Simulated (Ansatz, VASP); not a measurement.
# PbS: VASP beside Ansatz

File INCAR:

```
  ALGO = Normal
  EDIFF = 1E-7
  ENCUT = 520
  GGA = PE
  ISIF = 2
  ISMEAR = 0
  LASPH = T
  LCHARG = F
  LREAL = F
  LWAVE = F
  NBANDS = 17
  NELM = 60
  PREC = Accurate
  SIGMA = 0.01
```

Contents of KPOINTS:

```
k-points
0
Gamma
  6 6 6
```

File POSCAR:

```
PbS
1.0
    0.0000000000      3.3235680767      3.3235680767
    3.3235680767      0.0000000000      3.3235680767
    3.3235680767      3.3235680767      0.0000000000
Pb S
1 1
Direct
    0.0000000000      0.0000000000      0.0000000000
    0.2500000000      0.2500000000      0.2500000000
```

Input for Ansatz:

```yaml
crystal:
  lattice:
    - [0.0, 3.3235680767, 3.3235680767]
    - [3.3235680767, 0.0, 3.3235680767]
    - [3.3235680767, 3.3235680767, 0.0]
  atoms:
    - { symbol: Pb, position: [0.0, 0.0, 0.0] }
    - { symbol: S, position: [0.25, 0.25, 0.25] }
kpoints:
  mp_grid: { grid: [6, 6, 6] }
hamiltonian:
  xc: pbe
scf:
  occupations: { method: fixed }
  n_extra_bands: 4
output:
  forces: true
  stress: true
  eigenvalues: true
```

Alike in both runs: task single point; functional PBE; k mesh 6 × 6 × 6; no spin polarisation.

|  | VASP | Ansatz |
| --- | --- | --- |
| version | VASP 6.6.1 | Ansatz 0.2.0 |
| potentials or method | VASP PAW PBE potentials, release 64 (Pb_d, S) | plane waves, PAW |
| plane-wave cutoff (eV) | 520 | 420 |
| occupations | gaussian, width 0.01 eV | fixed |
| valence electrons in the cell | 20 | 20 |

|  | VASP | Ansatz | Ansatz less VASP |
| --- | --- | --- | --- |
| gap on the k mesh at the Fermi level (eV) | 0.96 | 0.95 | -0.003 |
| pressure (GPa) | 0.0 | 0.0 | +0.05 |

Caveats: spin-orbit coupling is left out, which as a rule narrows the gap of such compounds by several tenths of an eV. A k mesh can miss the band edges.
